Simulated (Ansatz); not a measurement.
# Beta-Sn (white tin) under r²SCAN: convergence with the k-point mesh

A convergence test of the k-point mesh. The geometry was relaxed under r²SCAN beforehand and stays fixed; 8 values are run, from 2×2×1 to 16×16×11. Wanted are the values from which on the energy stays within 10 and 1 meV/atom, and the pressure within 0.5 GPa, of the last run. Within the series other settings stay, but some runs also write fields, which adds to their time. Spin polarisation is left out.

Computed with Ansatz 0.2.0 (DFT r²SCAN, plane waves with PAW, scalar-relativistic, unless a step says otherwise).

## 1. The system as given

The structure is monoclinic, space group C2/c (No. 15). The conventional cell has a = 3.178 Å, b = 8.342 Å, c = 4.458 Å, α = 90.00°, β = 110.77°, γ = 90.00°. Around Sn (site symmetry 2) lie 6 Sn at 3.05 to 3.18 Å.

As a file:

```
Sn
1.0
    -2.94828    2.95040    1.58882
     2.95040   -2.94828    1.58882
     2.94605    2.94605   -1.58493
Sn
2
Direct
  0.00003 0.99997 0.00000
  0.74997 0.25003 0.50000
```

## 2. With a k-mesh of 2×2×1

The run at 2×2×1.

File input.yaml:

```yaml
crystal:
  lattice:
    - [-2.9482820713, 2.9504023647, 1.5888172584]
    - [2.9504023647, -2.9482820713, 1.5888172584]
    - [2.9460530987, 2.9460530987, -1.5849306448]
  atoms:
    - { symbol: Sn, position: [2.51473e-05, 0.9999748527, 0.0] }
    - { symbol: Sn, position: [0.7499748527, 0.2500251473, 0.5] }
hamiltonian:
  xc: r2scan
  pseudopotentials:
    kind: paw
    azcp:
      Sn: "pseudopotentials/Sn.paw.azcp"
basis:
  ecutwfc: 500
  fft_grid_basis: typed
kpoints:
  mp_grid: { grid: [2, 2, 1], shift: [0, 0, 0] }
magnetization:
  spin_polarized: false
scf:
  occupations: { method: fermi_dirac, width: 0.1 }
  lower_state_search: "off"
output:
  stress: true
  write_density: true
  write_potential: true
  elf: true
  volumetric_format: npy
```

Launch:

```sh
ansatz run input.yaml --threads 2 --pin off --max-ram 5120MiB --backend cpu --events-out ev --progress --plain --runs-dir out
```

## 3. With a k-mesh of 3×3×2

The run at 3×3×2.

Changes to input.yaml since step 2:

```diff
@@ -18,3 +18,3 @@
 kpoints:
-  mp_grid: { grid: [2, 2, 1], shift: [0, 0, 0] }
+  mp_grid: { grid: [3, 3, 2], shift: [0, 0, 0] }
 magnetization:
@@ -26,5 +26 @@
   stress: true
-  write_density: true
-  write_potential: true
-  elf: true
-  volumetric_format: npy
```

## 4. With a k-mesh of 4×4×3

The run at 4×4×3.

Changes to input.yaml since step 3:

```diff
@@ -18,3 +18,3 @@
 kpoints:
-  mp_grid: { grid: [3, 3, 2], shift: [0, 0, 0] }
+  mp_grid: { grid: [4, 4, 3], shift: [0, 0, 0] }
 magnetization:
```

## 5. With a k-mesh of 6×6×4

The run at 6×6×4.

Changes to input.yaml since step 4:

```diff
@@ -18,3 +18,3 @@
 kpoints:
-  mp_grid: { grid: [4, 4, 3], shift: [0, 0, 0] }
+  mp_grid: { grid: [6, 6, 4], shift: [0, 0, 0] }
 magnetization:
```

## 6. With a k-mesh of 7×7×5

The run at 7×7×5.

Changes to input.yaml since step 5:

```diff
@@ -18,3 +18,3 @@
 kpoints:
-  mp_grid: { grid: [6, 6, 4], shift: [0, 0, 0] }
+  mp_grid: { grid: [7, 7, 5], shift: [0, 0, 0] }
 magnetization:
```

## 7. With a k-mesh of 9×9×6

The run at 9×9×6.

Changes to input.yaml since step 6:

```diff
@@ -18,3 +18,3 @@
 kpoints:
-  mp_grid: { grid: [7, 7, 5], shift: [0, 0, 0] }
+  mp_grid: { grid: [9, 9, 6], shift: [0, 0, 0] }
 magnetization:
```

## 8. With a k-mesh of 12×12×8

The run at 12×12×8.

Changes to input.yaml since step 7:

```diff
@@ -18,3 +18,3 @@
 kpoints:
-  mp_grid: { grid: [9, 9, 6], shift: [0, 0, 0] }
+  mp_grid: { grid: [12, 12, 8], shift: [0, 0, 0] }
 magnetization:
```

## 9. With a k-mesh of 16×16×11

The run at 16×16×11.

Changes to input.yaml since step 8:

```diff
@@ -18,3 +18,3 @@
 kpoints:
-  mp_grid: { grid: [12, 12, 8], shift: [0, 0, 0] }
+  mp_grid: { grid: [16, 16, 11], shift: [0, 0, 0] }
 magnetization:
@@ -26 +26,5 @@
   stress: true
+  write_density: true
+  write_potential: true
+  elf: true
+  volumetric_format: npy
```

(Steps that only read results are left out.)

Q: Predict the outcome of this session. Wanted: pressure at 16×16×11.

As calculated:

| quantity | value |
| --- | --- |
| E(σ → 0) stays within 10 meV/atom of 16×16×11 | from 7×7×5 on |
| E(σ → 0) stays within 1 meV/atom | from 12×12×8 on |
| pressure stays within 0.5 GPa | from 4×4×3 on |
| pressure at 16×16×11 | -0.05 GPa |
| CPU time, dearest over cheapest | 27 |
| energy of a separate run on a finer mesh (18×18×12) | +3.1 meV/atom from 16×16×11 |

**Reading.** The far end, 2×2×1, lies +421.4 meV/atom and +7.5 GPa from the yardstick. Convergence in k is not monotonic; the energy swings about its limit. From 12×12×8 on, the energy holds to 1 meV/atom. Metals converge slowly, as the Fermi surface must be resolved. The yardstick itself is unsettled by 3.1 meV/atom against the finer mesh, so the thresholds above hold only within this series.
